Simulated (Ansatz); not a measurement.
A plane-wave DFT run in Ansatz 0.2.0 (scalar-relativistic PAW potentials unless the input names others): input and command.

```yaml
crystal:
  lattice:
    - [4.4209904673, 0.0, 0.0]
    - [-2.2104952336, 3.8286900545, 0.0]
    - [0.0, 0.0, 2.6932694771]
  atoms:
    - { symbol: Ti, position: [0.0, 0.0, 0.0] }
    - { symbol: Ti, position: [0.33333333, 0.66666667, 0.5] }
    - { symbol: Ti, position: [0.66666667, 0.33333333, 0.5] }
basis:
  ecutwfc: 420
kpoints:
  Mp_grid: { grid: [12, 12, 14] }
hamiltonian:
  xc: pbe
scf:
  occupations: { method: gaussian, width: 0.1 }
  max_iter: 100
output:
  forces: true
  eigenvalues: true
  stress: true
```

```bash
ansatz run input.yaml --threads 1 --pin off --max-ram 1331MiB --backend cpu --events-out ev --progress --plain --runs-dir out
```

Q: What is wrong with this input?

A: The program refuses it, because of a misspelt key (the key kpoints.mp_grid typed as Mp_grid). With the key spelt rightly it is accepted.

Abridged log:
```
Error: YAML parse error: error: line 13 column 3: unknown field `Mp_grid`, expected one of mp_grid, list, band_path, initial_grid, further_shifts
  --> <input>:13:3
   |
11 |   ecutwfc: 420
12 | kpoints:
13 |   Mp_grid: { grid: [12, 12, 14] }
   |   ^ unknown field `Mp_grid`, expected one of mp_grid, list, band_path, initial_grid, further_shifts
14 | hamiltonian:
15 |   xc: pbe
   |
```